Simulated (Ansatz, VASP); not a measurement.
## Sb: VASP beside Ansatz

The input INCAR:

```
SYSTEM = Sb
PREC = Accurate ; ENCUT = 600
EDIFF = 1E-7 ; ISMEAR = -1
SIGMA = 0.1 ; LREAL = .FALSE.
LASPH = .TRUE. ; NELM = 100
ALGO = Normal ; ISIF = 3
LWAVE = .FALSE. ; LCHARG = .FALSE.
IBRION = 2 ; NSW = 80
EDIFFG = -0.01
```

The input KPOINTS:

```
regular mesh
0
G
  10 10 10
  0 0 0
```

Contents of POSCAR:

```
Sb
1.0
    3.0848839383      0.0000000000      0.0000000000
    0.0000000000      3.0848839383      0.0000000000
    0.0000000000      0.0000000000      3.0848839383
Sb
1
Direct
    0.0000000000      0.0000000000      0.0000000000
```

Input for Ansatz:

```yaml
crystal:
  lattice:
    - [3.0848839383, 0.0, 0.0]
    - [0.0, 3.0848839383, 0.0]
    - [0.0, 0.0, 3.0848839383]
  atoms:
    - { symbol: Sb, position: [0.0, 0.0, 0.0] }
hamiltonian:
  xc: lda
  pseudopotentials:
    kind: paw
    azcp:
      Sb: "pseudopotentials/Sb.paw.azcp"
basis:
  ecutwfc: 420
  fft_grid_basis: typed
kpoints:
  mp_grid: { grid: [10, 10, 10], shift: [0, 0, 0] }
magnetization:
  spin_polarized: false
scf:
  occupations: { method: fermi_dirac, width: 0.1 }
relax:
  max_steps: 60
  f_tol: 0.01
  cell: {}
output:
  write_density: true
  write_potential: true
  elf: true
  volumetric_format: npy
```

The cell was built by a generator and needn't be a form met in nature.

Alike in both runs: task relaxation of cell and atoms; functional LDA; k mesh 10 × 10 × 10; occupations fermi-dirac, width 0.1 eV; no spin polarisation.

```csv
,VASP,Ansatz
version,VASP 6.6.1,Ansatz 0.2.0
potentials or method,"VASP PAW LDA potentials, release 64 (Sb)","plane waves (420 eV) with PAW, scalar-relativistic"
plane-wave cutoff (eV),600,420
valence electrons in the cell,5,15
```

Ansatz gave:

```
relaxed volume (Å³/atom)                                     : 28.06
relaxed cell length with the largest relative difference (Å) : 3.039
energy change over the relaxation (meV/atom)                 : -12
```

Question: What did VASP give for the same quantities?

Answer: Relaxed volume (Å³/atom): 28.16; relaxed cell length with the largest relative difference (Å): 3.042; energy change over the relaxation (meV/atom): -10.

The two sets of potentials don't hold the same shells in valence. Ansatz warned: «pseudo_functional_mismatch».

The runs have no spin-orbit coupling, so splittings on Sb are missing.
